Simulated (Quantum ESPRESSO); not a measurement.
# CsPbCl3 (Pm-3m) in Quantum ESPRESSO: equation of state

Aim: energy against volume of CsPbCl3 in PBE, for its equilibrium volume and stiffness.

All numbers are computed with Quantum ESPRESSO 7.5; they aren't measurements. Logs are shortened: lines on timing, memory, paths and dates and some standing lists are left out, and cuts for length are marked.

## Step 1: The structure

Symmetry: Pm-3m, No. 221, cubic system. Conventional cell: a = 5.605 Å, b = 5.605 Å, c = 5.605 Å, α = 90.00°, β = 90.00°, γ = 90.00°. Around Pb (site symmetry m-3m) lie 6 Cl at 2.80 Å. Around Cs (site symmetry m-3m) lie 12 Cl at 3.96 Å. Cl (site symmetry 4/mmm) has 2 Pb at 2.80 Å as nearest neighbours.

## Step 2: Single point, PBE, 33.10 Å³/atom

The input, pw.in:

```
&CONTROL
  calculation = 'scf'
  prefix = 'pwscf'
  outdir = './tmp'
  pseudo_dir = './pseudo'
  tprnfor = .true.
  tstress = .true.
  disk_io = 'nowf'
/
&SYSTEM
  ibrav = 0
  nat = 5
  ntyp = 3
  ecutwfc = 55
  ecutrho = 440
  nbnd = 31
  occupations = 'smearing'
  smearing = 'fd'
  degauss = 0.00367493
/
&ELECTRONS
  conv_thr = 1d-09
  electron_maxstep = 120
  mixing_beta = 0.5
/
ATOMIC_SPECIES
Pb   207.2000 Pb.pbe-dn-kjpaw_psl.0.2.2.UPF
Cs   132.9055 Cs_pbe_v1.uspp.F.UPF
Cl    35.4500 cl_pbe_v1.4.uspp.F.UPF
CELL_PARAMETERS angstrom
   5.4905801394    0.0000000000    0.0000000000
   0.0000000000    5.4905801394    0.0000000000
   0.0000000000    0.0000000000    5.4905801394
ATOMIC_POSITIONS crystal
Pb     0.5000000000    0.5000000000    0.5000000000
Cs     0.0000000000    0.0000000000    0.0000000000
Cl     0.5000000000    0.0000000000    0.5000000000
Cl     0.0000000000    0.5000000000    0.5000000000
Cl     0.5000000000    0.5000000000    0.0000000000
K_POINTS automatic
5 5 5 0 0 0
```

Potentials or basis: SSSP 1.3 efficiency PBE.

On the command line:

```sh
$ OMP_NUM_THREADS=1 mpirun -n 2 pw.x -nk 2 -in pw.in > pw.out
```

pw.out:

```text
This program is part of the open-source Quantum ESPRESSO suite
     for quantum simulation of materials; please cite
         "P. Giannozzi et al., J. Phys.:Condens. Matter 21 395502 (2009);
         "P. Giannozzi et al., J. Phys.:Condens. Matter 29 465901 (2017);
         "P. Giannozzi et al., J. Chem. Phys. 152 154105 (2020);
     in publications or presentations arising from this work. More details at

     file Pb.pbe-dn-kjpaw_psl.0.2.2.UPF: wavefunction(s)  6S renormalized
     Message from routine setup:
     using ibrav=0 with symmetry is DISCOURAGED, use correct ibrav instead
[... 6 lines left out ...]
     --------------------
     sticks:   dense  smooth     PW     G-vecs:    dense   smooth      PW
     Sum        3761    1885    517               173925    61445    9045

     Using Slab Decomposition

     bravais-lattice index     =            0
     lattice parameter (alat)  =      10.3757  a.u.
     unit-cell volume          =    1116.9952 (a.u.)^3
     number of atoms/cell      =            5
     number of atomic types    =            3
     number of electrons       =        44.00
     number of Kohn-Sham states=           31
     kinetic-energy cutoff     =      55.0000  Ry
     charge density cutoff     =     440.0000  Ry
     scf convergence threshold =      1.0E-09
     mixing beta               =       0.5000
     number of iterations used =            8  plain     mixing
     Exchange-correlation=  SLA  PW   PBX  PBC
                           (   1   4   3   4   0   0   0)

     celldm(1)=  10.375693  celldm(2)=   0.000000  celldm(3)=   0.000000
     celldm(4)=   0.000000  celldm(5)=   0.000000  celldm(6)=   0.000000

     crystal axes: (cart. coord. in units of alat)
               a(1) = (   1.000000   0.000000   0.000000 )
               a(2) = (   0.000000   1.000000   0.000000 )
               a(3) = (   0.000000   0.000000   1.000000 )

     reciprocal axes: (cart. coord. in units 2 pi/alat)
               b(1) = (  1.000000  0.000000  0.000000 )
               b(2) = (  0.000000  1.000000  0.000000 )
               b(3) = (  0.000000  0.000000  1.000000 )

     PseudoPot. # 1 for Pb read from file:
     Pb.pbe-dn-kjpaw_psl.0.2.2.UPF
     Pseudo is Projector augmented-wave + core cor, Zval = 14.0
     Generated using "atomic" code by A. Dal Corso  v.5.0.99 svn rev. 10869
     Shape of augmentation charge: PSQ
     Using radial grid of 1281 points,  6 beta functions with:
                l(1) =   0
                l(2) =   0
                l(3) =   1
                l(4) =   1
                l(5) =   2
                l(6) =   2
     Q(r) pseudized with 0 coefficients

     PseudoPot. # 2 for Cs read from file:
     Cs_pbe_v1.uspp.F.UPF
     Pseudo is Ultrasoft + core correction, Zval =  9.0
     Generated by new atomic code, or converted to UPF format
     Using radial grid of  905 points,  6 beta functions with:
                l(1) =   0
                l(2) =   0
                l(3) =   1
                l(4) =   1
                l(5) =   2
                l(6) =   2
     Q(r) pseudized with  6 coefficients,  rinner =    1.500   1.500   1.500
                                                       1.500   1.500

     PseudoPot. # 3 for Cl read from file:
     cl_pbe_v1.4.uspp.F.UPF
     Pseudo is Ultrasoft + core correction, Zval =  7.0
     Generated by new atomic code, or converted to UPF format
     Using radial grid of  909 points,  6 beta functions with:
                l(1) =   0
                l(2) =   0
                l(3) =   1
                l(4) =   1
                l(5) =   2
                l(6) =   2
     Q(r) pseudized with  8 coefficients,  rinner =    1.300   1.300   1.300
                                                       1.300   1.300

     atomic species   valence    mass     pseudopotential
     Pb               14.00   207.20000     Pb( 1.00)
     Cs                9.00   132.90550     Cs( 1.00)
     Cl                7.00    35.45000     Cl( 1.00)

     48 Sym. Ops., with inversion, found

   Cartesian axes

     site n.     atom                  positions (alat units)
         1        Pb     tau(   1) = (   0.5000000   0.5000000   0.5000000  )
         2        Cs     tau(   2) = (   0.0000000   0.0000000   0.0000000  )
         3        Cl     tau(   3) = (   0.5000000   0.0000000   0.5000000  )
         4        Cl     tau(   4) = (   0.0000000   0.5000000   0.5000000  )
         5        Cl     tau(   5) = (   0.5000000   0.5000000   0.0000000  )

     number of k points=    10  Fermi-Dirac smearing, width (Ry)=  0.0037
                       cart. coord. in units 2pi/alat
        k(    1) = (   0.0000000   0.0000000   0.0000000), wk =   0.0160000
        k(    2) = (   0.0000000   0.0000000   0.2000000), wk =   0.0960000
        k(    3) = (   0.0000000   0.0000000   0.4000000), wk =   0.0960000
        k(    4) = (   0.0000000   0.2000000   0.2000000), wk =   0.1920000
        k(    5) = (   0.0000000   0.2000000   0.4000000), wk =   0.3840000
        k(    6) = (   0.0000000   0.4000000   0.4000000), wk =   0.1920000
        k(    7) = (   0.2000000   0.2000000   0.2000000), wk =   0.1280000
        k(    8) = (   0.2000000   0.2000000   0.4000000), wk =   0.3840000
        k(    9) = (   0.2000000   0.4000000   0.4000000), wk =   0.3840000
        k(   10) = (   0.4000000   0.4000000   0.4000000), wk =   0.1280000

     Dense  grid:   173925 G-vectors     FFT dimensions: (  72,  72,  72)

     Smooth grid:    61445 G-vectors     FFT dimensions: (  50,  50,  50)

     Initial potential from superposition of free atoms

     starting charge      43.9582, renormalised to      44.0000

     negative rho (up, down):  4.636E-02 0.000E+00
     Starting wfcs are   34 randomized atomic wfcs
     Checking if some PAW data can be deallocated...

     Self-consistent Calculation

     iteration #  1     ecut=    55.00 Ry     beta= 0.50
     Davidson diagonalization with overlap
     ethr =  1.00E-02,  avg # of iterations =  3.7

     Threshold (ethr) on eigenvalues was too large:
     Diagonalizing with lowered threshold

     Davidson diagonalization with overlap
     ethr =  4.32E-04,  avg # of iterations =  3.2

     negative rho (up, down):  4.727E-02 0.000E+00

     total energy              =   -1033.98636057 Ry
     estimated scf accuracy    <       0.17889425 Ry

     iteration #  2     ecut=    55.00 Ry     beta= 0.50
     Davidson diagonalization with overlap
     ethr =  4.07E-04,  avg # of iterations =  2.7

     negative rho (up, down):  4.612E-02 0.000E+00

     total energy              =   -1034.03391800 Ry
     estimated scf accuracy    <       0.00816029 Ry

     iteration #  3     ecut=    55.00 Ry     beta= 0.50
     Davidson diagonalization with overlap
     ethr =  1.85E-05,  avg # of iterations =  5.6

     negative rho (up, down):  4.522E-02 0.000E+00

     total energy              =   -1034.04018147 Ry
     estimated scf accuracy    <       0.00205552 Ry

     iteration #  4     ecut=    55.00 Ry     beta= 0.50
     Davidson diagonalization with overlap
     ethr =  4.67E-06,  avg # of iterations =  4.0

     negative rho (up, down):  4.519E-02 0.000E+00

     total energy              =   -1034.04049859 Ry
     estimated scf accuracy    <       0.00011860 Ry

     iteration #  5     ecut=    55.00 Ry     beta= 0.50
     Davidson diagonalization with overlap
     ethr =  2.70E-07,  avg # of iterations =  4.9

     negative rho (up, down):  4.521E-02 0.000E+00

     total energy              =   -1034.04056105 Ry
     estimated scf accuracy    <       0.00001817 Ry

     iteration #  6     ecut=    55.00 Ry     beta= 0.50
     Davidson diagonalization with overlap
     ethr =  4.13E-08,  avg # of iterations =  4.3

     negative rho (up, down):  4.523E-02 0.000E+00

     total energy              =   -1034.04056511 Ry
     estimated scf accuracy    <       0.00000301 Ry

     iteration #  7     ecut=    55.00 Ry     beta= 0.50
     Davidson diagonalization with overlap
     ethr =  6.85E-09,  avg # of iterations =  5.1

     negative rho (up, down):  4.523E-02 0.000E+00

     total energy              =   -1034.04056691 Ry
     estimated scf accuracy    <       0.00000079 Ry

     iteration #  8     ecut=    55.00 Ry     beta= 0.50
     Davidson diagonalization with overlap
     ethr =  1.80E-09,  avg # of iterations =  3.6

     negative rho (up, down):  4.522E-02 0.000E+00

     total energy              =   -1034.04056705 Ry
     estimated scf accuracy    <       0.00000003 Ry

     iteration #  9     ecut=    55.00 Ry     beta= 0.50
     Davidson diagonalization with overlap
     ethr =  7.68E-11,  avg # of iterations =  6.3

     negative rho (up, down):  4.522E-02 0.000E+00

     total energy              =   -1034.04056709 Ry
     estimated scf accuracy    <       0.00000001 Ry

     iteration # 10     ecut=    55.00 Ry     beta= 0.50
     Davidson diagonalization with overlap
     ethr =  3.39E-11,  avg # of iterations =  4.7

     negative rho (up, down):  4.522E-02 0.000E+00

     total energy              =   -1034.04056709 Ry
     estimated scf accuracy    <          1.0E-09 Ry

     iteration # 11     ecut=    55.00 Ry     beta= 0.50
     Davidson diagonalization with overlap
     ethr =  2.29E-12,  avg # of iterations =  4.6

     negative rho (up, down):  4.522E-02 0.000E+00

     End of self-consistent calculation

          k = 0.0000 0.0000 0.0000 (  7689 PWs)   bands (ev):

   -16.5598 -12.0305 -12.0305 -11.6773 -11.6773 -11.6773 -10.6574  -9.5592
    -9.5592  -3.3825  -3.3825  -3.3825  -1.6553  -0.1658  -0.1658  -0.1658
     1.9910   1.9910   1.9910   2.1346   2.1346   2.1346   8.1729   8.9665
     8.9665   9.9059   9.9059   9.9059  11.4522  11.4522  11.4522

          k = 0.0000 0.0000 0.2000 (  7721 PWs)   bands (ev):

   -16.5586 -12.0303 -11.9823 -11.6781 -11.6781 -11.6773 -10.6008  -9.7033
    -9.5583  -3.3722  -3.3717  -3.3717  -2.2461  -0.1415  -0.1415   0.7382
     1.9435   1.9539   1.9539   2.0890   2.0890   2.1939   8.5667   9.2645
     9.2683  10.0463  10.1123  10.1123  10.3347  11.3939  11.3939

          k = 0.0000 0.0000 0.4000 (  7724 PWs)   bands (ev):

   -16.5568 -12.0301 -11.9013 -11.6793 -11.6793 -11.6773 -10.4125 -10.0363
    -9.5569  -3.3558  -3.3539  -3.3539  -2.7511  -0.1011  -0.1011   1.3528
     1.8697   1.9010   1.9010   2.0088   2.0088   2.9661   8.3864   9.4076
     9.8496  10.1543  10.3554  10.3554  10.3871  11.7320  11.7320

          k = 0.0000 0.2000 0.2000 (  7711 PWs)   bands (ev):

   -16.5576 -12.0072 -11.9543 -11.6788 -11.6781 -11.6780 -10.5505  -9.7603
    -9.6347  -3.3856  -3.3621  -3.3558  -2.6965  -0.1087   0.3852   0.9567
     1.7673   1.9164   2.0201   2.0363   2.1953   2.2729   8.8829   9.4332
     9.5248   9.9599  10.0111  10.1387  10.2950  11.0571  11.2170

          k = 0.0000 0.2000 0.4000 (  7668 PWs)   bands (ev):

   -16.5558 -11.9995 -11.8751 -11.6800 -11.6793 -11.6780 -10.3800 -10.0437
    -9.6614  -3.3783  -3.3595  -3.3463  -3.1498  -0.0529   0.6123   1.2797
     1.7198   1.8626   1.9430   2.0065   2.1906   3.1264   8.1857   9.5402
     9.7503  10.0494  10.2084  10.2831  10.6229  11.2206  11.4163

          k = 0.0000 0.4000 0.4000 (  7662 PWs)   bands (ev):

   -16.5543 -11.9726 -11.8027 -11.6812 -11.6792 -11.6792 -10.2673 -10.0993
    -9.8561  -3.5828  -3.3970  -3.3855  -3.3340   0.0322   1.1585   1.5013
     1.7225   1.8028   1.8281   1.9966   2.3976   3.7836   7.8461   7.9391
    10.0112  10.1671  10.4204  10.9219  11.0031  11.0663  11.1316

          k = 0.2000 0.2000 0.2000 (  7670 PWs)   bands (ev):

   -16.5566 -11.9542 -11.9542 -11.6788 -11.6788 -11.6788 -10.5062  -9.7588
    -9.7588  -3.3857  -3.3857  -3.3402  -3.0824   0.4208   0.4208   1.0692
     1.7386   1.7386   2.1460   2.1783   2.1783   2.3443   9.0467   9.4108
     9.4108   9.8739   9.9435   9.9435  10.8264  10.8264  11.1837

          k = 0.2000 0.2000 0.4000 (  7709 PWs)   bands (ev):

   -16.5550 -11.9539 -11.8628 -11.6801 -11.6800 -11.6788 -10.3532 -10.0479
    -9.7564  -3.5073  -3.3889  -3.3859  -3.3480   0.4828   0.7912   1.2697
     1.5854   1.7562   2.1088   2.1353   2.2245   3.2582   7.9684   9.2140
     9.3231   9.8818  10.2967  10.3575  10.9789  11.2698  11.3997

          k = 0.2000 0.4000 0.4000 (  7702 PWs)   bands (ev):

   -16.5535 -11.9118 -11.8026 -11.6813 -11.6800 -11.6800 -10.2564 -10.0969
    -9.9314  -3.9200  -3.4127  -3.4067  -3.3665   0.6962   1.2327   1.4683
     1.5334   1.7328   2.1321   2.1827   2.4003   3.9000   7.6101   7.7110
     8.9456  10.2039  10.5947  10.6334  10.9152  11.0521  11.4867

          k = 0.4000 0.4000 0.4000 (  7709 PWs)   bands (ev):

   -16.5523 -11.8025 -11.8025 -11.6813 -11.6813 -11.6813 -10.2116 -10.0929
   -10.0929  -4.3299  -3.4379  -3.4379  -3.4200   1.3455   1.4239   1.4239
     1.7034   1.7034   2.3836   2.3836   2.4189   4.4478   7.2559   7.2559
     7.4755  10.0432  10.4933  10.4933  10.5372  11.4310  11.4310

     the Fermi energy is     5.8244 ev

!    total energy              =   -1034.04056709 Ry
     estimated scf accuracy    <          1.1E-10 Ry
     smearing contrib. (-TS)   =      -0.00000000 Ry
     internal energy E=F+TS    =   -1034.04056709 Ry

     The total energy is F=E-TS. E is the sum of the following terms:
     one-electron contribution =     -92.88220664 Ry
     hartree contribution      =      69.00163597 Ry
     xc contribution           =    -103.12400864 Ry
     ewald contribution        =    -178.58707931 Ry
     one-center paw contrib.   =    -728.44890847 Ry

     convergence has been achieved in  11 iterations

     negative rho (up, down):  4.522E-02 0.000E+00

     Forces acting on atoms (cartesian axes, Ry/au):

     atom    1 type  1   force =     0.00000000    0.00000000    0.00000000
     atom    2 type  2   force =     0.00000000    0.00000000    0.00000000
     atom    3 type  3   force =     0.00000000    0.00000000    0.00000000
     atom    4 type  3   force =     0.00000000    0.00000000    0.00000000
     atom    5 type  3   force =     0.00000000    0.00000000    0.00000000

     Total force =     0.000000     Total SCF correction =     0.000000

     Computing stress (Cartesian axis) and pressure

     negative rho (up, down):  4.522E-02 0.000E+00
          total   stress  (Ry/bohr**3)                   (kbar)     P=       37.97
   0.00025814   0.00000000   0.00000000           37.97        0.00        0.00
   0.00000000   0.00025814   0.00000000            0.00       37.97        0.00
   0.00000000   0.00000000   0.00025814            0.00        0.00       37.97

=------------------------------------------------------------------------------=
   JOB DONE.
=------------------------------------------------------------------------------=
```

It took 35 s on 2 MPI ranks of AMD EPYC 9R45 (Zen 5), shared host; peak memory 0.84 GiB.

Results:

- Free energy: -14068.8386 eV
- Pressure: 3.8 GPa
- Band gap on the k mesh: 2.81 eV, direct

Caveat: spin-orbit coupling is left out, which as a rule narrows the gap of such compounds by several tenths of an eV; an odd mesh through Γ misses points on the zone boundary, where band edges often lie.

## Step 3: Single point, PBE, 33.81 Å³/atom

Changes to pw.in since step 2:

```diff
@@ -30,5 +30,5 @@
 CELL_PARAMETERS angstrom
-   5.4905801394    0.0000000000    0.0000000000
-   0.0000000000    5.4905801394    0.0000000000
-   0.0000000000    0.0000000000    5.4905801394
+   5.5292474706    0.0000000000    0.0000000000
+   0.0000000000    5.5292474706    0.0000000000
+   0.0000000000    0.0000000000    5.5292474706
 ATOMIC_POSITIONS crystal
```

Potentials or basis: SSSP 1.3 efficiency PBE.

On the command line:

```sh
$ OMP_NUM_THREADS=1 mpirun -n 2 pw.x -nk 2 -in pw.in > pw.out
```

Wall time 32 s (2 MPI ranks of AMD EPYC 9R45 (Zen 5), shared host); peak memory 0.84 GiB.

Results (log left out):

| Property | Result |
| --- | --- |
| Free energy | -14068.9144 eV |
| Pressure | 3.0 GPa |
| Band gap on the k mesh | 2.86 eV, direct |

Caveat: spin-orbit coupling is left out, which as a rule narrows the gap of such compounds by several tenths of an eV; an odd mesh through Γ misses points on the zone boundary, where band edges often lie.

## Step 4: Single point, PBE, 34.51 Å³/atom

Changes to pw.in since step 3:

```diff
@@ -30,5 +30,5 @@
 CELL_PARAMETERS angstrom
-   5.5292474706    0.0000000000    0.0000000000
-   0.0000000000    5.5292474706    0.0000000000
-   0.0000000000    0.0000000000    5.5292474706
+   5.5673814169    0.0000000000    0.0000000000
+   0.0000000000    5.5673814169    0.0000000000
+   0.0000000000    0.0000000000    5.5673814169
 ATOMIC_POSITIONS crystal
```

On the command line:

```sh
$ OMP_NUM_THREADS=1 mpirun -n 2 pw.x -nk 2 -in pw.in > pw.out
```

Wall time 31 s (2 MPI ranks of AMD EPYC 9R45 (Zen 5), shared host); peak memory 0.86 GiB.

It converged, with:

```yaml
Free_energy: -14068.9740 eV
Pressure: 2.3 GPa
Band_gap_on_the_k_mesh: 2.91 eV, direct
```

Caveat: spin-orbit coupling is left out, which as a rule narrows the gap of such compounds by several tenths of an eV; an odd mesh through Γ misses points on the zone boundary, where band edges often lie.

## Step 5: Single point, PBE, 35.22 Å³/atom

Changes to pw.in since step 4:

```diff
@@ -30,5 +30,5 @@
 CELL_PARAMETERS angstrom
-   5.5673814169    0.0000000000    0.0000000000
-   0.0000000000    5.5673814169    0.0000000000
-   0.0000000000    0.0000000000    5.5673814169
+   5.6050000000    0.0000000000    0.0000000000
+   0.0000000000    5.6050000000    0.0000000000
+   0.0000000000    0.0000000000    5.6050000000
 ATOMIC_POSITIONS crystal
```

On the command line:

```sh
$ OMP_NUM_THREADS=1 mpirun -n 2 pw.x -nk 2 -in pw.in > pw.out
```

It took 33 s on 2 MPI ranks of AMD EPYC 9R45 (Zen 5), shared host; peak memory 0.9 GiB.

It converged, with:

* Free energy: -14069.0191 eV
* Pressure: 1.7 GPa
* Band gap on the k mesh: 2.96 eV, direct

Caveat: spin-orbit coupling is left out, which as a rule narrows the gap of such compounds by several tenths of an eV; an odd mesh through Γ misses points on the zone boundary, where band edges often lie.

[end of part 1 of 2]
